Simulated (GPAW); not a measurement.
**CdS (Greenockite) in GPAW: convergence with basis set**

Crystal: CdS (Greenockite).

```
CELL_PARAMETERS angstrom
4.15000 0.00000 0.00000
-2.07500 3.59401 0.00000
0.00000 0.00000 6.73700
ATOMIC_POSITIONS crystal
Cd 0.66667 0.33333 0.50000
Cd 0.33333 0.66667 0.00000
S 0.66667 0.33333 0.87500
S 0.33333 0.66667 0.37500
```

| Property | Result |
| --- | --- |
| Program | GPAW 26.7.0 |
| Task | convergence study |
| Functional | RPBE |
| Potentials or basis | the program's PAW data sets (release 1.2.1) made for this functional |
| Basis | lcao:sz(dzp) |
| Grid spacing | 0.16 Å |
| k mesh | 5 × 5 × 3 |
| Occupations | fermi-dirac, width 0.05 eV |
| Spin | no spin polarisation |

These are the settings of the first run; the series varies basis set, with any setting tied to it.

Hardware: 1 thread of Arm Neoverse V1, with other jobs on the host.

Problem. The values tried are lcao:sz(dzp), lcao:szp(dzp), lcao:dz(dzp), lcao:dzp, fd, pw, loosest first. From which on does the largest force stay within 0.005 eV/Å of the tightest run that finished?

Solution. From lcao:dzp on.

```tsv
basis set	energy less the tightest run, at zero smearing (meV/atom)	largest force (eV/Å)	gap on the mesh (eV)	SCF cycles	CPU time (s)	peak memory (GiB)
lcao:sz(dzp)	601.34	0.083	1.363	8	45	0.27
lcao:szp(dzp)	416.24	0.074	1.357	8	79	0.29
lcao:dz(dzp)	443.39	0.074	1.379	8	65	0.29
lcao:dzp	304.58	0.064	1.368	8	110	0.31
fd	-2.95	0.067	1.360	12	97	0.47
pw	0.00	0.067	1.361	10	25	0.19
```

Against the tightest run, the gap on the mesh stays within 0.01 eV from lcao:dzp on. Not settled before the last step: the energy (to 1 meV/atom). The tightest run that finished is the yardstick and may itself not be fully converged.

Caveat, for the tightest run too: the k mesh is coarse.
